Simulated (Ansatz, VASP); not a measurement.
Cr in VASP and in Ansatz

File INCAR:

```
SYSTEM = Cr
PREC     = Accurate       ! precision mode
ENCUT    = 600            ! plane-wave cutoff, eV
EDIFF    = 1E-6           ! SCF threshold, eV
ISMEAR   = 0              ! smearing method
SIGMA    = 0.1            ! smearing width, eV
LREAL    = .FALSE.        ! projectors in reciprocal space
LASPH    = .TRUE.         ! aspherical terms in the spheres
NELM     = 80             ! most SCF steps
ALGO     = Normal         ! electronic algorithm
ISIF     = 3              ! what is computed and relaxed
LWAVE    = .FALSE.        ! write WAVECAR
LCHARG   = .FALSE.        ! write CHGCAR
GGA      = PS             ! functional
IBRION   = 2              ! ionic algorithm
NSW      = 100            ! ionic steps
EDIFFG   = -0.01          ! ionic threshold
```

File KPOINTS:

```
Automatic mesh
0
G
  24 24 24
  0 0 0
```

File POSCAR:

```
Cr
1.0
    2.3150681020      0.0000000000      0.0000000000
    0.0000000000      2.3150681020      0.0000000000
    0.0000000000      0.0000000000      2.3150681020
Cr
1
Direct
    0.0000000000      0.0000000000      0.0000000000
```

Input for Ansatz:

```yaml
crystal:
  lattice:
    - [2.315068102, 0.0, 0.0]
    - [0.0, 2.315068102, 0.0]
    - [0.0, 0.0, 2.315068102]
  atoms:
    - { symbol: Cr, position: [0.0, 0.0, 0.0] }
basis:
  ecutwfc: 420
kpoints:
  mp_grid: { grid: [24, 24, 24] }
hamiltonian:
  xc: pbesol
scf:
  occupations: { method: gaussian, width: 0.1 }
output:
  forces: true
  stress: true
  eigenvalues: true
relax:
  adjacent_minimum: "off"
  f_tol: 0.01
  max_steps: 80
  cell: { stress_tol: 0.05 }
```

Alike in both runs: task relaxation of cell and atoms; functional PBEsol; k mesh 24 × 24 × 24; occupations gaussian, width 0.1 eV; no spin polarisation.

|  | VASP | Ansatz |
| --- | --- | --- |
| version | VASP 6.6.1 | Ansatz 0.2.0 |
| potentials or method | VASP PAW PBE potentials, release 64 (Cr_pv) | scalar-relativistic, plane waves, PAW |
| plane-wave cutoff (eV) | 600 | 420 |
| valence electrons in the cell | 12 | 14 |

Ansatz gave:

* gap on the k mesh at the Fermi level, each at its own relaxed structure (eV): none
* relaxed volume (Å³/atom): 12.29
* relaxed cell length with the largest relative difference (Å): 2.308

**Question.** What did VASP give for the same quantities?

**Answer.** gap on the k mesh at the Fermi level, each at its own relaxed structure (eV): none; relaxed volume (Å³/atom): 12.28; relaxed cell length with the largest relative difference (Å): 2.307.

A gap of «none» marks a metal or a gap that the smearing closes. The two sets of potentials don't hold the same shells in valence.

Caveats: the PAW data sets were made with another functional, which shifts forces and pressure a little (VASP); the run has no spin polarisation, though such a crystal can be magnetic. Spin polarisation is off, so any magnetic state and its effect on volume and gap are missing.
